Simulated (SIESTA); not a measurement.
HfO2:

```
Hf O
1.0
     3.55802    0.00000    0.00000
     0.00000    3.55802    0.00000
     0.00000    0.00000    5.17186
Hf O
2 4
Cartesian
  0.0000 0.0000 0.0000
  1.7790 1.7790 2.5859
  0.0000 1.7790 1.0199
  1.7790 0.0000 1.5660
  1.7790 0.0000 4.1519
  0.0000 1.7790 3.6059
```

Measurements of this composition are mostly on another form, of space group No. 14.

| Property | Result |
| --- | --- |
| Program | SIESTA 5.4.2 |
| Task | single point |
| Functional | PBE |
| Potentials or basis | PseudoDojo 0.4 standard (PBE files) |
| Basis | DZP (energy shift 0.003 Ry; two zetas on semicore shells) |
| Grid cutoff | 800 Ry |
| Energy shift | 0.003 Ry |
| k mesh | 8 × 8 × 5 |
| Occupations | fermi-dirac, width 0.05 eV |
| Spin | no spin polarisation |

On this cell: pressure 12.7 GPa; largest force 0.301 eV/Å; band gap on the k mesh 4.60 eV, indirect (least direct gap 4.66 eV).

The same run follows on a disturbed copy (atoms moved at random, drawn with an rms of 0.05 Å):

```
Hf O
1.0
     3.55802    0.00000    0.00000
     0.00000    3.55802    0.00000
     0.00000    0.00000    5.17186
Hf O
2 4
Direct
  0.00208 0.01029 0.01088
  0.51311 0.50310 0.49438
  0.98779 0.50715 0.19614
  0.50208 0.99534 0.29651
  0.49375 0.00212 0.81003
  0.99675 0.49559 0.69163
```

Question: What does the disturbed cell give?

Answer: The energy moves by +23.2 meV/atom; pressure 14.2 GPa; largest force 1.718 eV/Å; band gap on the k mesh 4.37 eV, indirect (least direct gap 4.45 eV).

Forces on the atoms (eV/Å):
```
Hf  -0.329 -0.134 -1.680
Hf  -0.663 -0.336  1.133
O    0.249 -0.188  0.615
O   -0.298  0.705  0.261
O    0.465 -0.115 -0.694
O    0.576  0.067  0.369
```

Stress tensor (GPa, compression positive):
```
12.36 -0.20  0.25
-0.20 16.58 -0.48
 0.25 -0.48 13.64
```

Caveats: short orbitals over semicore shells can move pressures by several GPa; spin-orbit coupling is left out, which moves the levels of the heavy elements; an odd mesh through Γ misses points on the zone boundary, where band edges often lie; the basis of atomic orbitals isn't converged, which shifts pressures, moduli and gaps.
